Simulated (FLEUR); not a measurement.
Here is a FLEUR MaX-R8.1 (later development tree) calculation.

File inp.xml:

```xml
<?xml version="1.0" encoding="UTF-8" standalone="no"?>
<fleurInput fleurInputVersion="0.39">
   <comment>
      Cu                                                                                                  
   </comment>
   <calculationSetup>
      <cutoffs Kmax="3.93" Gmax="12.2" GmaxXC="12.2" numbands="0"/>
      <scfLoop itmax="60" minDistance="0.00001" maxIterBroyd="15" imix="Anderson" alpha="0.05" precondParam="0.0" spinf="2.0" sdNocoIR="T"/>
      <coreElectrons ctail="T" frcor="F" kcrel="0" coretail_lmax="0"/>
      <xcFunctional name="pbe" relativisticCorrections="F"/>
      <magnetism jspins="1"/>
      <soc l_soc="F" theta="0.0" phi="0.0" spav="F"/>
      <expertModes spex="0" secvar="F"/>
      <geometryOptimization l_f="T" forcealpha="1.0" forcemix="BFGS" epsdisp="0.0005" epsforce="0.0002"/>
      <ldaU l_linMix="F" mixParam="0.05" spinf="1.0"/>
   </calculationSetup>
   <cell>
      <bzIntegration valenceElectrons="19.0" mode="hist" fermiSmearingEnergy="0.00183747">
         <kPointListSelection listName="default-1"/>
         <!-- k-points included here -->
         <xi:include xmlns:xi="http://www.w3.org/2001/XInclude" href="kpts.xml"> </xi:include>
      </bzIntegration>
      <!-- symmetry operations included here -->
      <xi:include xmlns:xi="http://www.w3.org/2001/XInclude" href="sym.xml"> </xi:include>
      <bulkLattice scale="1.0">
         <bravaisMatrix>
            <row-1>   -0.0162100706968188     3.3934794677026989     3.4046968819783245</row-1>
            <row-2>    3.4448762388395697    -0.0454516927488792     3.4339403937565098</row-2>
            <row-3>    3.3926744443736192     3.3705192952888088     0.0067501017170712</row-3>
         </bravaisMatrix>
      </bulkLattice>
   </cell>
   <atomSpecies>
      <species name="Copper (Cu)" element="Cu" atomicNumber="29">
         <mtSphere radius="2.19" gridPoints="731" logIncrement="0.017"/>
         <atomicCutoffs lmax="9" lnonsphr="7"/>
         <electronConfig flipSpins="F">
            <coreConfig>(1s1/2) (2s1/2) (2p1/2) (2p3/2)</coreConfig>
            <valenceConfig>(3s1/2) (3p1/2) (3p3/2) (4s1/2) (3d3/2) (3d5/2)</valenceConfig>
            <stateOccupation state="(4s1/2)" spinUp="0.500000" spinDown="0.500000"/>
         </electronConfig>
         <energyParameters s="4" p="4" d="3" f="4"/>
         <lo type="SCLO" l="0" n="3" eDeriv="0"/>
         <lo type="SCLO" l="1" n="3" eDeriv="0"/>
         <lo type="SCLO" l="1" n="3" eDeriv="1"/>
         <lo type="SCLO" l="2" n="3" eDeriv="2"/>
         <lo type="SCLO" l="3" n="4" eDeriv="2"/>
      </species>
   </atomSpecies>
   <atomGroups>
      <atomGroup species="Copper (Cu)">
         <relPos label="                   1">.0000000000 .0000000000 .0000000000</relPos>
         <force calculate="T" relaxXYZ="TTT"/>
      </atomGroup>
   </atomGroups>
   <output dos="F" band="F" slice="F">
      <checks vchk="F" cdinf="F"/>
      <bandDOS minEnergy="-.5*Htr" maxEnergy="0.5*Htr" sigma="0.015" storeEVData="T"/>
      <vacuumDOS vacdos="F" integ="F" star="F" nstars="0" locx1="0.0" locy1="0.0" locx2="0.0" locy2="0.0" nstm="0" tworkf="0.0"/>
      <unfoldingBand unfoldBand="F" supercellX="1" supercellY="1" supercellZ="1"/>
      <plotting iplot="0" polar="F">
         <plot TwoD="T" vec1="  1.0  0.0  0.0" vec2="  0.0  1.0  0.0" vec3="  0.0  0.0  1.0" zero="  0.0  0.0  0.0" file="plot"/>
      </plotting>
      <chargeDensitySlicing numkpt="0" minEigenval="0.0" maxEigenval="0.0" nnne="0" pallst="F"/>
      <specialOutput eonly="F"/>
      <moessbauerParams electricFieldGradient="T" isomerShift="T" coreHyperfine="T" valenceHyperfine="T"/>
      <magneticCircularDichroism mcd="F" energyLo="-10.0" energyUp="0.0"/>
   </output>
  <!-- We include the file relax.xml here to enable relaxations (see documentation) -->
  <xi:include xmlns:xi="http://www.w3.org/2001/XInclude" href="relax.xml"> <xi:fallback/> </xi:include>
</fleurInput>
```

crystal.txt

```
Cu
&input cartesian=F /
-0.0085780000  1.7957520000  1.8016880000
1.8229500000  -0.0240520000  1.8171630000
1.7953260000  1.7836020000  0.0035720000
1.8897261246
1.0 1.0 1.0

1
29 0.0014560000  -0.0242930000  0.0293210000

&kpt div1=13 div2=13 div3=13 gamma=T /
```

Potentials or basis: all-electron, FLAPW.

Launch:

```sh
$ inpgen -f crystal.txt -profile fastHighL
$ # inp.xml edited to the form shown
$ fleur_MPI
```

Q: Predict the band gap on the k mesh.

A: None (metal or under the smearing width).

Core levels (eV from the Fermi level):
```csv
atom,levels
1 Cu,"1s1/2 -8847.0, 2s1/2 -1060.5, 2p1/2 -928.7, 2p3/2 -908.2"
```
